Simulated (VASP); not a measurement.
# Settings for GaN: self-consistent run

GaN, P6_3mc (no. 186), 4 atoms in the cell. PBEsol; PAW potentials Ga_d, N (PBE set). VASP 6.6.1.

Wanted: energy within 0.2 meV/atom; levels at the zone centre within 0.003 eV.

What the run is for: comparing ways to start; Accuracy asked: tight.

Levels at the zone centre: counted from the valence top at that point.

POSCAR:
```
GaN
1.0
    3.1800000000      0.0000000000      0.0000000000
   -1.5900000000      2.7539607840      0.0000000000
    0.0000000000      0.0000000000      5.1660000000
Ga N
2 2
Direct
    0.6666666667      0.3333333333      0.5000000000
    0.3333333333      0.6666666667      0.0000000000
    0.6666666667      0.3333333333      0.8750000000
    0.3333333333      0.6666666667      0.3750000000
```

## How the run starts (with a second run first, the time holds both)

| How the run starts (with a second run first, the time holds both) | Energy less reference (meV/atom) | Levels at the zone centre, largest deviation (eV) | Time (s) |
|---|---|---|---|
| from scratch: 14 SCF iterations | 0.00 | 0.0000 | 19 |
| density of a coarse mesh (ICHARG 1): 14 + 9 SCF iterations | 0.00 | 0.0003 | 19 |
| orbitals of a lower cutoff (ISTART 1): 14 + 7 SCF iterations | 0.00 | 0.0002 | 26 |
| orbitals of a loose run: 10 + 4 SCF iterations | 0.00 | 0.0002 | 15 |

Chosen: orbitals of a loose run: 10 + 4 SCF iterations; it saves 3.9 s of 19, so from scratch: 14 SCF iterations would do nearly as well.

## All choices together

| Input | Energy less reference (meV/atom) | Levels at the zone centre, largest deviation (eV) | Time (s) |
|---|---|---|---|
| chosen settings | 0.00 | 0.0002 | 15 |
| reference settings throughout | 0.00 | 0.0000 | 19 |

The tolerance is met.

Values of the reference run: Levels at the zone centre: 0, 0, 1.927 eV from the valence top at Gamma.

## The input

INCAR.step1:
```
GGA = PS
ISMEAR = 0
SIGMA = 0.03
LWAVE = True
LCHARG = True
ISIF = 2
PREC = Normal
LASPH = True
LREAL = False
ALGO = Normal
EDIFF = 0.001
NELM = 120
GGA_COMPAT = False
ENCUT = 520
EFERMI = MIDGAP
```

INCAR.step2:
```
GGA = PS
ISMEAR = 0
SIGMA = 0.03
LWAVE = False
LCHARG = False
ISIF = 2
PREC = Accurate
LASPH = True
LREAL = False
ALGO = Normal
EDIFF = 1E-6
NELM = 120
GGA_COMPAT = False
ENCUT = 520
EFERMI = MIDGAP
ISTART = 1
```

KPOINTS:
```
k-points
0
Gamma
  9 9 5
```

Commands (each step's output is kept before the next begins):
```
cat potpaw_PBE.64/Ga_d/POTCAR potpaw_PBE.64/N/POTCAR > POTCAR
cp INCAR.step1 INCAR
mpirun -np 1 vasp_std > vasp.out
cp INCAR.step2 INCAR
mpirun -np 1 vasp_std > vasp.out
```

The chosen input took VASP 6.6.1 15 s on 1 core (AMD EPYC 9R45 (Zen 5)), a shared host.

## An input that fails: restart asked without its files

VASP's message: ERROR: charge density could not be read from file CHGCAR for ICHARG>10.

Changes against the starting input:
```
- NELM = 120
+ NELM = 60
+ ICHARG = 11
```
